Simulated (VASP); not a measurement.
## LiF: equation of state with r2SCAN

LiF:

```
F Li
1.0
     3.06094    0.00000    0.00000
    -1.53047    2.65085    0.00000
     0.00000    0.00000    4.80732
F Li
2 2
Cartesian
  1.5305 0.8836 2.3741
  0.0000 1.7672 4.7777
  1.5305 0.8836 4.2360
  0.0000 1.7672 1.8323
```

Measurements of this composition are mostly on another form, of space group No. 225.

```yaml
Program: VASP 6.6.1
Task: equation of state
Functional: r2SCAN
Potentials_or_basis: VASP PAW PBE potentials, release 64 (F, Li_sv)
Cutoff: 520 eV
k_mesh: 10 × 10 × 6
Occupations: fermi-dirac, width 0.05 eV
Spin: no spin polarisation
```

```yaml
Equilibrium_volume: "9.89 Å³/atom (rough: see the caveat)"
Bulk_modulus_at_fixed_shape_and_positions: 60 GPa (rough)
```

Energy against volume, from the lowest point:
| volume (Å³/atom) | energy (meV/atom) |
| --- | --- |
| 9.167 | 10.63 |
| 9.362 | 5.56 |
| 9.557 | 2.03 |
| 9.752 | 0.25 |
| 9.947 | 0.00 |
| 10.142 | 1.13 |
| 10.337 | 3.50 |

All runs of the series together: 14 min on 1 thread of AMD EPYC 9R45 96-Core Processor (Zen 5) (shared host).

Caveat: the cutoff is under 1.25 times the usual one of these potentials, so pressure, stress and relaxed cells hold a basis-set (Pulay) error; the fit is doubtful: noisy points or a state that changes with volume; the cell was scaled at fixed shape and fractional positions, which overstates the stiffness of a crystal with free parameters, most of all of layers and chains; the PAW data sets were made with another functional, which shifts forces and pressure a little.
